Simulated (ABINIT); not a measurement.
# FeO (I4/mmm) in ABINIT: reference runs

Aim: a first look at FeO with PBEsol, on the cell as given.

Program: ABINIT 10.8.3 (patched build). These are calculated values, not measurements. Logs are shortened: lines on timing, memory, paths and dates and some standing lists are left out, and cuts for length are marked. The log counts tension as positive stress, the text compression.

### 1 Starting point

The structure is tetragonal, space group I4/mmm (No. 139). The conventional cell has a = 3.204 Å, b = 3.204 Å, c = 4.167 Å, α = 90.00°, β = 90.00°, γ = 90.00°. Fe (site symmetry 4/mmm) is surrounded by 6 O at 2.08 to 2.27 Å. Around O (site symmetry 4/mmm) lie 6 Fe at 2.08 to 2.27 Å.

The cell comes from a database or a generator and needn't be the stable form of this composition.

### 2 Single point, PBEsol, collinear spin, ferromagnetic start

Contents of run.abi:

```
# Pseudopotentials
pp_dirpath "./"
pseudos "Fe.GGA_PBE-JTH.xml, O.GGA_PBE-JTH.xml"

# Structure
acell 3.0779853735 3.0779853735 3.0779853735 Angstrom
rprim
    -0.5205039071     0.5205039071     0.6768687948
     0.5205039071    -0.5205039071     0.6768687948
     0.5205039071     0.5205039071    -0.6768687948
ntypat 2
znucl 26 8
natom 2
typat 1 2
xcart
     0.0000000000     0.0000000000     0.0000000000
     0.0000000000     0.0000000000     2.0833922500 Angstrom

# Plane-wave basis
ecut 707.496042 eV
pawecutdg 48.0
pawxcdev 0

# k points
kptopt 1
ngkpt 12 12 12
nshiftk 1
shiftk 0.0 0.0 0.0

# Exchange and correlation
ixc -116133

# Bands and occupations
nband 16
occopt 3
tsmear 0.00183747

# Spin
nsppol 2
spinat
     0.0000000000     0.0000000000     3.0000000000
     0.0000000000     0.0000000000     0.0000000000

# SCF cycle
nstep 100
tolvrs 1.0e-9

# Output
iomode 3
prtwf 0
prteig 0
prtebands 0
prtden 1
prtvha 1
prtvclmb 1
prtpot 1
```

Potentials or basis: JTH PAW PBE v2.0.

Launch:

```
> abinit run.abi > log 2>&1
```

run.abo:

```text
.Version 10.8.3 of ABINIT
 Symmetries : space group I4/m m m (#139); Bravais tI (body-center tetrag.)
================================================================================
 Values of the parameters that define the memory need of the present run
     intxc =       0    ionmov =       0      iscf =      17    lmnmax =      18
     lnmax =       6     mgfft =      30  mpssoang =       3    mqgrid =    3001
     natom =       2  nloc_mem =       2    nspden =       2   nspinor =       1
    nsppol =       2      nsym =      16    n1xccc =       1    ntypat =       2
    occopt =       3   xclevel =       2
       mpw =         929          nfft =       27000          nkpt =         163
 PAW method is used; the additional fine FFT grid is defined by:
   mgfftf=        40    nfftf =     64000
================================================================================
================================================================================

--------------------------------------------------------------------------------
------------- Echo of variables that govern the present computation ------------
--------------------------------------------------------------------------------
 -outvars: echo values of preprocessed input variables --------
            acell      5.8165493755E+00  5.8165493755E+00  5.8165493755E+00 Bohr
              amu      5.58470000E+01  1.59994000E+01
             ecut      2.60000000E+01 Hartree
                       outvar_i_n : Printing only first  50 k-points.
              ixc     -116133
                       outvar_i_n : Printing only first  50 k-points.
         kptrlatt       12    0    0      0   12    0      0    0   12
          kptrlen      6.97985925E+01
            natom           2
            nband          16
            ngfft          30      30      30
          ngfftdg          40      40      40
             nkpt         163
           nspden           2
           nsppol           2
            nstep         100
             nsym          16
           ntypat           2
                       prtocc : prtvol=0, do not print more k-points.
                       1.000000  1.000000  1.000000  1.000000  1.000000  1.000000
                       1.000000  1.000000  1.000000  1.000000  1.000000  0.000000
                       0.000000  0.000000  0.000000  0.000000
                       1.000000  1.000000  1.000000  1.000000  1.000000  1.000000
                       1.000000  1.000000  1.000000  1.000000  1.000000  0.000000
                       0.000000  0.000000  0.000000  0.000000
                       1.000000  1.000000  1.000000  1.000000  1.000000  1.000000
                       1.000000  1.000000  1.000000  1.000000  1.000000  0.000000
                       0.000000  0.000000  0.000000  0.000000
                       1.000000  1.000000  1.000000  1.000000  1.000000  1.000000
                       1.000000  1.000000  1.000000  1.000000  1.000000  0.000000
                       0.000000  0.000000  0.000000  0.000000
                       1.000000  1.000000  1.000000  1.000000  1.000000  1.000000
                       1.000000  1.000000  1.000000  1.000000  1.000000  0.000000
                       0.000000  0.000000  0.000000  0.000000
                       1.000000  1.000000  1.000000  1.000000  1.000000  1.000000
                       1.000000  1.000000  1.000000  1.000000  1.000000  0.000000
[... 118 lines left out ...]
                       1.000000  1.000000  1.000000  1.000000  1.000000  1.000000
                       1.000000  1.000000  1.000000  1.000000  1.000000  0.000000
[... 214 lines left out ...]
  -3.02078   -1.77740   -1.77688   -1.77688   -0.47298    0.12939    0.12939    0.12993
   0.13481    0.13872    0.13872    0.13979    0.14087    0.26206    0.82160    0.87122
      occupation numbers for kpt#   1
   1.00000    1.00000    1.00000    1.00000    1.00000    1.00000    1.00000    1.00000
   1.00000    1.00000    1.00000    1.00000    1.00000    0.99753    0.00000    0.00000
 prteigrs : prtvol=0 or 1, do not print more k-points.

 Eigenvalues (hartree) for nkpt= 163  k points, SPIN DOWN:
 kpt#   1, nband= 16, wtk=  0.00058, kpt=  0.0000  0.0000  0.0000 (reduced coord)
  -2.86990   -1.63010   -1.63010   -1.62810   -0.45322    0.14863    0.16051    0.16051
   0.24563    0.24563    0.25671    0.26043    0.27418    0.31007    0.82210    0.90540
      occupation numbers for kpt#   1
   1.00000    1.00000    1.00000    1.00000    1.00000    1.00000    1.00000    1.00000
   1.00000    1.00000    0.99987    0.99898    0.35651    0.00000    0.00000    0.00000
 prteigrs : prtvol=0 or 1, do not print more k-points.

--- !EnergyTerms
iteration_state     : {dtset: 1, }
comment             : Components of total free energy in Hartree
kinetic             :  1.95210488563610E+01
hartree             :  3.14488321812282E+01
xc                  : -6.18652123001843E+00
Ewald energy        : -9.27939561047100E+01
psp_core            :  5.43676231802034E+00
local_psp           : -8.78421300091559E+01
PAW spherical_terms : -1.00175298568932E+01
internal            : -1.40433493845168E+02
'-kT*entropy'       : -4.75561094216869E-04
total_energy        : -1.40433969406262E+02
total_energy_eV     : -3.82140298357008E+03
...

--- !EnergyTermsDC
iteration_state     : {dtset: 1, }
comment             : '"Double-counting" decomposition of free energy'
band_energy         : -1.54882823654155E+01
Ewald energy        : -9.27939561047100E+01
psp_core            :  5.43676231802034E+00
xc_dc               : -2.95501513638880E+01
PAW spherical_terms : -8.03786686281140E+00
internal            : -1.40433494378804E+02
'-kT*entropy'       : -4.75561094216869E-04
total_energy_dc     : -1.40433969939899E+02
total_energy_dc_eV  : -3.82140299809107E+03
...

--- !EnergyTermsWithPAWCore
iteration_state     : {dtset: 1, }
comment             : 'Components of total free energy, including PAW core contributions'
Total energy        : -1.34661913952000E+03
Total energy DC     : -1.34661914005364E+03
Total energy (eV)   : -3.66433735317094E+04
Total energy DC (eV): -3.66433735462304E+04
...

 Cartesian components of stress tensor (hartree/bohr^3)
  sigma(1 1)=  6.01718020E-04  sigma(3 2)=  0.00000000E+00
  sigma(2 2)=  6.01718020E-04  sigma(3 1)=  0.00000000E+00
  sigma(3 3)=  4.88232248E-04  sigma(2 1)=  0.00000000E+00

-Cartesian components of stress tensor (GPa)         [Pressure= -1.6590E+01 GPa]
- sigma(1 1)=  1.77031554E+01  sigma(3 2)=  0.00000000E+00
- sigma(2 2)=  1.77031554E+01  sigma(3 1)=  0.00000000E+00
- sigma(3 3)=  1.43642887E+01  sigma(2 1)=  0.00000000E+00

== END DATASET(S) ==============================================================
================================================================================

 -outvars: echo values of variables after computation  --------
            acell      5.8165493755E+00  5.8165493755E+00  5.8165493755E+00 Bohr
           etotal     -1.4043396994E+02
            fcart     -0.0000000000E+00 -0.0000000000E+00 -0.0000000000E+00
                      -0.0000000000E+00 -0.0000000000E+00 -0.0000000000E+00
            rprim     -5.2050390710E-01  5.2050390710E-01  6.7686879480E-01
                       5.2050390710E-01 -5.2050390710E-01  6.7686879480E-01
                       5.2050390710E-01  5.2050390710E-01 -6.7686879480E-01
           strten      6.0171802028E-04  6.0171802028E-04  4.8823224772E-04
                       0.0000000000E+00  0.0000000000E+00  0.0000000000E+00
           xangst      0.0000000000E+00  0.0000000000E+00  0.0000000000E+00
                       0.0000000000E+00  0.0000000000E+00  2.0833922502E+00
             xred      0.0000000000E+00  0.0000000000E+00  0.0000000000E+00
                       5.0000000000E-01  5.0000000000E-01  0.0000000000E+00
 Calculation completed.
```

Wall time 4.9 min (1 thread of Arm Neoverse V1, shared host); peak memory 0.24 GiB.

What came out:

```yaml
Free_energy: -3821.4030 eV
Pressure: -16.6 GPa
Band_gap_on_the_k_mesh: none (metal or under the smearing width)
Net_moment: 4.00 μB per cell
Site_moments: Fe +3.58; O +0.28 μB
Valence_electrons_inside_the_program's_atomic_spheres: Fe 14.10; O 4.49
```

Stress tensor (GPa, compression positive):
```
-17.70   0.00   0.00
  0.00 -17.70   0.00
  0.00   0.00 -14.36
```

Levels at points of the mesh, in eV from the Fermi level:
Spin up:
```csv
k point,band 9,band 10,band 11,band 12,band 13,band 14,band 15,band 16
"(0.00, 0.00, 0.00)",-3.76,-3.66,-3.66,-3.63,-3.60,-0.30,14.93,16.28
"(0.50, 0.00, 0.00)",-3.11,-3.03,-2.51,-0.83,-0.21,3.59,7.72,10.90
"(0.50, 0.50, 0.00)",-4.49,-3.37,-2.89,-2.87,-2.79,4.63,7.72,10.62
"(0.50, 0.50, 0.50)",-4.60,-3.28,-2.85,-2.85,-2.76,4.74,8.77,9.57
```
Spin down:
```
           k point  band 6  band 7  band 8  band 9  band 10  band 11  band 12  band 13
(0.00, 0.00, 0.00)   -3.39   -3.06   -3.06   -0.75    -0.75    -0.45    -0.34     0.03
(0.50, 0.00, 0.00)   -7.66   -5.02   -4.85    0.26     0.52     0.63     2.22     2.81
(0.50, 0.50, 0.00)   -6.66   -4.47   -3.91   -1.88     0.52     0.55     0.80     1.02
(0.50, 0.50, 0.50)   -6.48   -4.44   -4.44   -1.98     0.71     0.72     0.72     1.05
```

Caveat: so large a pressure means that the cell lies far from this level's equilibrium, or that cutoff or potentials fall short; the potentials were made for another functional, which shifts forces and pressure; a cell with one magnetic atom can't hold antiferromagnetic order, which such compounds often take; semilocal functionals often make such compounds metallic where correlation or magnetic order opens a gap, which also shifts bond lengths.
